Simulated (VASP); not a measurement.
# Ir (P6_3/mmc) in VASP: a series of runs

One crystal, Ir, is run at these levels: BLYP; tasks: single point.

Everything below comes from runs of VASP 6.6.1. Logs are shortened: lines on timing, memory, paths and dates and some standing lists are left out, and cuts for length are marked.

### Step 1. The structure

The structure is hexagonal, space group P6_3/mmc (No. 194). Conventional cell: a = 2.858 Å, b = 2.858 Å, c = 9.339 Å, α = 90.00°, β = 90.00°, γ = 120.00°. Ir (site symmetry -3m) is surrounded by 12 Ir at 2.86 Å. Around Ir (site symmetry -6m2) lie 12 Ir at 2.86 Å.

This isn't the form of Ir at room conditions, which is fcc.

### Step 2. Single point, BLYP

Contents of INCAR:

```
PREC = Accurate ; ENCUT = 520
EDIFF = 1E-7 ; ISMEAR = -1
SIGMA = 0.1 ; LREAL = False
LASPH = True ; NELM = 100
ALGO = Fast ; ISIF = 2
LWAVE = False ; LCHARG = True
GGA = B5 ; ALDAX = 1.0
AGGAX = 1.0 ; AGGAC = 1.0
ALDAC = 0.0 ; LELF = True
LVHAR = True ; NBANDS = 26
```

Contents of KPOINTS:

```
regular mesh
0
Gamma
  15 15 4
```

Contents of POSCAR:

```
Ir
1.0
    2.8579400844      0.0000000000      0.0000000000
   -1.4289700422      2.4750487156      0.0000000000
    0.0000000000      0.0000000000      9.3388762052
Ir
4
Direct
    1.0000000000      1.0000000000      1.0000000000
    1.0000000000      1.0000000000      0.5000000000
    0.3333333333      0.6666666667      0.2500000000
    0.6666666667      0.3333333333      0.7500000000
```

Potentials or basis: VASP PAW PBE potentials, release 64 (Ir).

Started as:

```bash
$ cat potpaw_PBE.64/Ir/POTCAR > POTCAR
$ mpirun -np 1 vasp_std > vasp.out
```

OUTCAR:

```text
PREC = Accurate
   ENCUT = 520
   EDIFF = 1E-7
   ISMEAR = -1
   LREAL = False
   LASPH = True
   NELM = 100
   ISIF = 2
   GGA = B5

 ion  position               nearest neighbor table
   1  0.000  0.000  0.000-   3 2.86   4 2.86   4 2.86   3 2.86   4 2.86   3 2.86
   2  0.000  0.000  0.500-   3 2.86   4 2.86   4 2.86   3 2.86   4 2.86   3 2.86
   3  0.333  0.667  0.250-   1 2.86   2 2.86   1 2.86   2 2.86   1 2.86   2 2.86
   4  0.667  0.333  0.750-   1 2.86   2 2.86   1 2.86   2 2.86   1 2.86   2 2.86

  LATTYP: Found a hexagonal cell.
 ALAT       =     2.8579400844
 C/A-ratio  =     3.2676948884

  Lattice vectors:

 A1 = (   2.8579400844,   0.0000000000,   0.0000000000)
 A2 = (  -1.4289700422,   2.4750487156,   0.0000000000)
 A3 = (   0.0000000000,   0.0000000000,   9.3388762052)

Analysis of symmetry for initial positions (statically):
=====================================================================
 Subroutine PRICEL returns:
 Original cell was already a primitive cell.

 Routine SETGRP: Setting up the symmetry group for a
 hexagonal supercell.

 Subroutine GETGRP returns: Found 24 space group operations
 (whereof 12 operations were pure point group operations)
 out of a pool of 24 trial point group operations.

The static configuration has the point symmetry D_3d.
 The point group associated with its full space group is D_6h.

Analysis of symmetry for dynamics (positions and initial velocities):
=====================================================================
 Subroutine PRICEL returns:
 Original cell was already a primitive cell.

 Routine SETGRP: Setting up the symmetry group for a
 hexagonal supercell.

 Subroutine GETGRP returns: Found 24 space group operations
 (whereof 12 operations were pure point group operations)
 out of a pool of 24 trial point group operations.

The dynamic configuration has the point symmetry D_3d.
 The point group associated with its full space group is D_6h.

 Subroutine INISYM returns: Found 24 space group operations
 (whereof 12 operations are pure point group operations),
 and found     1 'primitive' translations

----------------------------------------------------------------------------------------

                                     Primitive cell

  volume of cell :      66.0589

  direct lattice vectors                    reciprocal lattice vectors
[... 86 lines left out ...]
   LNONCOLLINEAR =      F non collinear calculations
   LSORBIT =      F    spin-orbit coupling
   LASPH  =      T    aspherical Exc in radial PAW
   ENCUT  =  520.0 eV  38.22 Ry    6.18 a.u.   5.31  5.31 17.36*2*pi/ulx,y,z
   NELM   =    100;   NELMIN=  2; NELMDL= -5     # of ELM steps
   EDIFF  = 0.1E-06   stopping-criterion for ELM
   LREAL  =      F    real-space projection
   EDIFFG = 0.1E-05   stopping-criterion for IOM
   NSW    =      0    number of steps for IOM
   IBRION =     -1    ionic relax: 0-MD 1-quasi-New 2-CG
   NFREE  =      0    steps in history (QN), initial steepest desc. (CG)
   ISIF   =      2    stress and relaxation
   ISYM   =      2    0-nonsym 1-usesym 2-fastsym
   POTIM  = 0.5000    time-step for ionic-motion
   TEBEG  =    0.0;   TEEND  =   0.0 temperature during run
   PSTRESS=    0.0 pullay stress
   NELECT =      36.0000    total number of electrons
   NUPDOWN=      -1.0000    fix difference up-down
   EMIN   =  10.00;   EMAX   =-10.00  energy-range for DOS
   EFERMI =   0.00;   METHOD = LEGACY
   ISMEAR =    -1;   SIGMA  =   0.10  broadening in eV -4-tet -1-fermi 0-gaus
   EFERMI_NEDOS =   21; number of points for ismear=-14 and -15
   IALGO  =     68    algorithm
   IMIX   =      4    mixing-type and parameters
     AMIX     =   0.40;   BMIX     =  1.00
     AMIX_MAG =   1.60;   BMIX_MAG =  1.00
  volume/ion in A,a.u.               =      16.51       111.45
  Fermi-wavevector in a.u.,A,eV,Ry     =   1.337207  2.526954 24.328869  1.788121
  Thomas-Fermi vector in A             =   2.465773
   LORBIT       =      0    0 simple, 1 ext, 2 COOP (PROOUT), +10 PAW based schemes
   GGA     = B5    functional components
   LHFCALC =     F    Hartree Fock is set to
   AEXX    =    0.0000 exact exchange contribution
   IVDW    =     0    specifies the selected vdW correction
   LEPSILON=     F    determine dielectric tensor
   LRPA    =     F    only Hartree local field effects (RPA)
 non-spin polarized calculation
 RMM-DIIS sequential band-by-band and
  energy-cutoff  :      520.00
  volume of cell :       66.06
 maximum number of plane-waves:      1810
 NGX is ok and might be reduce to    24
   NGX = 11   NGY = 11   NGZ = 35

 number of electron      36.0000002 magnetization

 Free energy of the ion-electron system (eV)
  ---------------------------------------------------
  ext. energy  EPLUGINS =         0.00000000
  ---------------------------------------------------
  free energy    TOTEN  =       -29.49514042 eV

  energy without entropy =      -29.32325554  energy(sigma->0) =      -29.40919798

 E-fermi :   8.4857     XC(G=0): -12.3900

 val. band max:        8.4813741376   @ k =   0.1333   0.1333   0.0000
 cond. band min:       8.5100061670   @ k =   0.0667   0.0000   0.2500
 fundamental gap:      0.0286320293
 Fermi energy:         8.4857025002

 k-point     1 :       0.0000    0.0000    0.0000
  band No.  band energies     occupation
      1      -0.8739      2.00000
      2       1.0626      2.00000
      3       1.0870      2.00000
      4       1.9556      2.00000
      5       5.0600      2.00000
      6       5.0900      2.00000
[... 685 lines left out ...]
     25      14.7058      0.00000
     26      14.8583      0.00000

 [... further k-points ...]
[... 5 lines left out ...]
  --------------------------------------------------------------------------------------
  -------------------------------------------------------------------------------------
  Total       -6.8041130     -6.8041130     -6.8769903     -0.0000000      0.0000000      0.0000000
  in kB     -165.0253312   -165.0253312   -166.7928790     -0.0000000      0.0000000      0.0000000
  external PRESSURE =    -165.6145138 kB  Pullay stress =       0.0000000 kB

 VOLUME and BASIS-vectors are now :
 -----------------------------------------------------------------------------
  energy-cutoff  :      520.00
  volume of cell :       66.06
      direct lattice vectors                 reciprocal lattice vectors
     2.857940084  0.000000000  0.000000000     0.349902367  0.202016226  0.000000000
    -1.428970042  2.475048716  0.000000000     0.000000000  0.404032451  0.000000000
     0.000000000  0.000000000  9.338876205     0.000000000  0.000000000  0.107079265

 POSITION                                       TOTAL-FORCE (eV/Angst)
 -----------------------------------------------------------------------------------
      0.00000      0.00000      0.00000         0.000000      0.000000     -0.000000
      0.00000      0.00000      4.66944         0.000000      0.000000     -0.000000
     -0.00000      1.65003      2.33472        -0.000000      0.000000      0.000000
      1.42897      0.82502      7.00416         0.000000     -0.000000     -0.000000
 -----------------------------------------------------------------------------------
    total drift:                               -0.000000      0.000000      0.000000

  FREE ENERGIE OF THE ION-ELECTRON SYSTEM (eV)
  ---------------------------------------------------
  free  energy   TOTEN  =       -29.4951404209 eV

  energy  without entropy=      -29.3232555430  energy(sigma->0) =      -29.40919798
```

stdout:

```text
POSCAR found type information on POSCAR Ir
 POSCAR found :  1 types and       4 ions
 scaLAPACK will be used
 -----------------------------------------------------------------------------
|                                                                             |
|                                                                             |
|     You enforced a specific xc type in the INCAR file but a different       |
|     I HOPE YOU KNOW WHAT YOU ARE DOING!                                     |
|                                                                             |
 -----------------------------------------------------------------------------

 LDA part: xc-table for (Slater(with rela. corr.)+VWN5), standard interpolation
 POSCAR, INCAR and KPOINTS ok, starting setup
 FFT: planning ... GRIDC
 FFT: planning ... GRID_SOFT
 FFT: planning ... GRID
 WAVECAR not read
 entering main loop
```

Wall time 4.7 min (1 thread of Intel Xeon Platinum 8175M at 2.50GHz (Skylake/Cascade Lake), shared host); peak memory 0.26 GiB.

What came out:

| Quantity | Value |
| --- | --- |
| Free energy | -29.4951 eV |
| Pressure | -16.6 GPa |
| Band gap on the k mesh | none (metal or under the smearing width) |

Caveat: so large a pressure means that the cell lies far from this level's equilibrium, or that cutoff or potentials fall short; the potentials were made for another functional, which shifts forces and pressure.

### Step 3. Single point, BLYP

This run uses another cell than the first one, of 14.68 Å³/atom, 0.889 times its volume.

Contents of INCAR:

```
AGGAC    = 1.0          
AGGAX    = 1.0          
ALDAC    = 0.0          
ALDAX    = 1.0          
ALGO     = Fast           # electronic algorithm
EDIFF    = 1E-6           # SCF threshold, eV
ENCUT    = 520            # plane-wave cutoff, eV
GGA      = B5             # functional
ISIF     = 2              # what is computed and relaxed
ISMEAR   = -1             # smearing method
LASPH    = T              # aspherical terms in the spheres
LCHARG   = F              # write CHGCAR
LREAL    = F              # projectors in reciprocal space
LWAVE    = F              # write WAVECAR
NBANDS   = 26             # bands
NELM     = 60             # most SCF steps
PREC     = Accurate       # precision mode
SIGMA    = 0.1            # smearing width, eV
```

Contents of KPOINTS:

```
k-points
0
Gamma
  15 15 4
```

Contents of POSCAR:

```
Ir
1.0
    2.7479085724      0.0000000000      0.0000000000
   -1.3739542862      2.3797586310      0.0000000000
    0.0000000000      0.0000000000      8.9793267961
Ir
4
Direct
    1.0000000000      1.0000000000      1.0000000000
    1.0000000000      1.0000000000      0.5000000000
    0.3333333333      0.6666666667      0.2500000000
    0.6666666667      0.3333333333      0.7500000000
```

Potentials or basis: VASP PAW PBE potentials, release 64 (Ir).

Started as:

```bash
$ cat potpaw_PBE.64/Ir/POTCAR > POTCAR
$ mpirun -np 1 vasp_std > vasp.out
```

It took 3.7 min on 1 thread of Intel Xeon Platinum 8175M at 2.50GHz (Skylake/Cascade Lake), shared host; peak memory 0.23 GiB.

Results (log left out):

```
Free energy            : -29.6009 eV
Pressure               : 15.8 GPa
Band gap on the k mesh : none (metal or under the smearing width)
```

Levels at points of the mesh, in eV from the Fermi level:
```tsv
k point	band 16	band 17	band 18	band 19	band 20	band 21
(0.00, 0.00, 0.00)	-1.71	-1.71	-0.99	-0.99	-0.36	-0.35
(0.00, 0.00, 0.50)	-2.35	-1.33	-1.33	-1.33	-1.33	0.19
```

Caveat: so large a pressure means that the cell lies far from this level's equilibrium, or that cutoff or potentials fall short; the potentials were made for another functional, which shifts forces and pressure. The run has no spin-orbit coupling, so splittings on Ir are missing.
